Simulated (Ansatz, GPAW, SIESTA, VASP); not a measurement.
# InPd: programs and potentials compared

```
In Pd
1.0
     3.27188    0.00000    0.00000
     0.00000    3.27188    0.00000
     0.00000    0.00000    3.27188
In Pd
1 1
Direct
  0.00000 0.00000 0.00000
  0.50000 0.50000 0.50000
```

The cell comes from a database or a generator and needn't be the stable form of this composition.

Alike in all runs: task band structure; functional PBE; k mesh 8 × 8 × 8; occupations fermi-dirac, width 0.05 eV; no spin polarisation; no spin-orbit coupling. Pressure is positive in compression and, in plane waves, holds the error of the finite cutoff, which Ansatz's Pulay term estimates and takes out.

| program and potentials | plane-wave cutoff (eV) | notes | pressure (GPa) |
| --- | --- | --- | --- |
| Ansatz, Ansatz PAW | 420 | 15.5 valence electrons an atom on average; Pulay term of +0.08 GPa included | 3.63 |
| VASP, PBE PAW files In, Pd, 500 eV | 500 | 6.5 valence electrons an atom on average | 3.26 |
| VASP, PBE PAW files In_d, Pd, 520 eV | 520 | 11.5 valence electrons an atom on average | 3.64 |
| GPAW, GPAW PAW data sets (gpaw-data 1.2.1) | 600 | 14.5 valence electrons an atom on average | 3.29 |
| SIESTA, files PseudoDojo sr-pbe-0.4.1-standard, DZP (energy shift 0.003 Ry; two zetas on semicore shells) | - | atomic basis; 15.5 valence electrons an atom on average | 4.08 |
| Ansatz, all-electron LAPW, scalar-relativistic | - | - | 3.61 |

The pressure spans 3.26 (VASP, PBE PAW files In, Pd, 500 eV) to 4.08 GPa (SIESTA, files PseudoDojo sr-pbe-0.4.1-standard, DZP (energy shift 0.003 Ry; two zetas on semicore shells)), with all-electron results at 3.61. Rows in atomic bases carry the error of their basis and grid, which can be large.

The functional is the same throughout but for its coding, so the spread measures potentials, basis and numerics; runs on potential files found faulty are left out.
